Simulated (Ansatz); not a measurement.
## How CaO answers to pressure

```xyz
2
Lattice="0.0000 2.6218 2.6218 2.6218 0.0000 2.6218 2.6218 2.6218 0.0000" Properties=species:S:1:pos:R:3 pbc="T T T"
Ca    0.0000    0.0000    0.0000
O     1.3109    1.3109    1.3109
```

The cell was built from the zincblende type and relaxed in the same program, and has space group F-43m; it needn't be a known or the stable phase.

Theory: DFT, PBE, all-electron LAPW, scalar-relativistic in Ansatz 0.2.0.

Numerical set-up: a Γ-centred 11×11×11 k mesh, Fermi–Dirac smearing of 0.05 eV, basis error target 0.25 meV/atom, no spin polarisation.

The cell is scaled evenly with fractional coordinates held. Semilocal gaps are too small, but their slopes carry over better.

```
V/V(cell)  P (GPa)  gap on the k mesh (eV)
   0.9405     5.28                   3.504
   0.9800     1.60                   3.360
   1.0000     0.00                   3.289
   1.0200    -1.44                   3.219
```

(1) From the rows at 0.9800 and 1.0200, what is the bulk modulus at the cell's volume?

(2) What are the gap's volume deformation potential and pressure coefficient?

(3) Predict the row at V/V(cell) = 1.0600. How far is a linear estimate of P off?

Results:

(1) B = −ΔP/Δln V = −[(-1.44) − (1.60)]/0.04001 = 76.0 GPa.

(2) dEg/dln V = (3.219 − 3.360)/0.04001 = -3.52 eV, and dEg/dP = −(dEg/dln V)/B = 46 meV/GPa: pressure widens the gap.

(3) P = -3.92 GPa, gap 3.085 eV. The linear estimate P(cell) − B ln(V/V(cell)) = -4.43 GPa misses by 0.51 GPa, since the modulus falls on expansion.
